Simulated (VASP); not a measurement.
Crystal: SnS2.

```
Sn S
1.0
     3.63900    0.00000    0.00000
    -1.81950    3.15147    0.00000
     0.00000    0.00000    5.86800
Sn S
1 2
Cartesian
  0.0000 0.0000 0.0000
  0.0000 2.1010 1.4670
  1.8195 1.0505 4.4010
```

| Property | Result |
| --- | --- |
| Program | VASP 6.6.1 |
| Task | relaxation of cell and atoms |
| Functional | PBE |
| Dispersion | D3(BJ) |
| Potentials or basis | VASP PAW PBE potentials, release 64 (Sn_d, S) |
| Cutoff | 600 eV |
| k mesh | 9 × 9 × 5 |
| Occupations | gaussian, width 0.03 eV |
| Spin | no spin polarisation |

At the start: pressure 1.7 GPa; volume 22.43 Å³/atom.

**Question.** Where does the relaxation end?

**Answer.** Over 14 steps the energy falls by 3.1 meV/atom and the volume is 22.57 Å³/atom (+0.6 %); space group P-3m1 (No. 164, to 0.05 Å).

Step by step:
```csv
step,energy change (eV),largest force (eV/Å),pressure (GPa),volume (Å³)
1,0.0000,0.2533,1.72,67.30
2,-0.0012,0.1919,-1.55,69.66
3,-0.0080,0.0160,-0.06,68.51
4,-0.0080,0.0202,0.00,68.48
5,-0.0082,0.0292,0.00,68.45
6,-0.0085,0.0517,-0.04,68.37
7,-0.0087,0.0381,-0.07,68.31
8,-0.0091,0.0001,-0.17,68.12
9,-0.0092,0.0182,-0.23,68.02
10,-0.0093,0.0098,-0.08,67.86
11,-0.0093,0.0081,-0.09,67.82
12,-0.0094,0.0046,-0.03,67.75
13,-0.0094,0.0027,0.08,67.62
14,-0.0094,0.0018,-0.01,67.70
```

Final structure:
```
CELL_PARAMETERS angstrom
3.66721 0.00000 0.00000
-1.83361 3.17590 0.00000
0.00000 0.00000 5.81303
ATOMIC_POSITIONS crystal
Sn 0.00000 0.00000 0.00000
S 0.33333 0.66667 0.25437
S 0.66667 0.33333 0.74563
```
